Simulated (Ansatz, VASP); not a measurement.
NiO in VASP and in Ansatz

```
Ni O
1.0
     0.00000    2.08590    2.08590
     2.08590    0.00000    2.08590
     2.08590    2.08590    0.00000
Ni O
1 1
Direct
  0.00000 0.00000 0.00000
  0.50000 0.50000 0.50000
```

Alike in both runs: functional PBE; k mesh 11 × 11 × 11; occupations gaussian, width 0.02 eV; collinear spin, ferromagnetic start.

|  | VASP | Ansatz |
| --- | --- | --- |
| version | VASP 6.6.1 | Ansatz 0.2.0 |
| potentials or method | VASP PAW PBE potentials, release 64 (Ni, O) | Ansatz PAW |
| plane-wave cutoff (eV) | 520 | 420 |
| valence electrons in the cell | 16 | 24 |
| task | atomic charges | single point |

Ansatz gave:

```
gap on the k mesh at the Fermi level (eV)                     : none
pressure (GPa)                                                : 6.3
net moment per atom (μB)                                      : 0.90
size of the moment on the site where the two differ most (μB) : 0.29
```

Q: What did VASP give for the same quantities?

A: gap on the k mesh at the Fermi level (eV): none; pressure (GPa): 6.1; net moment per atom (μB): 0.89; size of the moment on the site where the two differ most (μB): 0.27.

Site moments also hang on the region over which each program counts them. A gap of «none» marks a metal or a gap that the smearing closes. The two sets of potentials don't hold the same shells in valence.

Caveats: a cell with one magnetic atom can't hold antiferromagnetic order, which such compounds often take; semilocal functionals often make such compounds metallic where correlation or magnetic order opens a gap, which also shifts bond lengths; the pressure holds a Pulay correction of +0.7 GPa for the finite cutoff (Ansatz). With open d or f shells a metallic result of PBE can be an artefact of self-interaction; +U or a hybrid may open a gap.
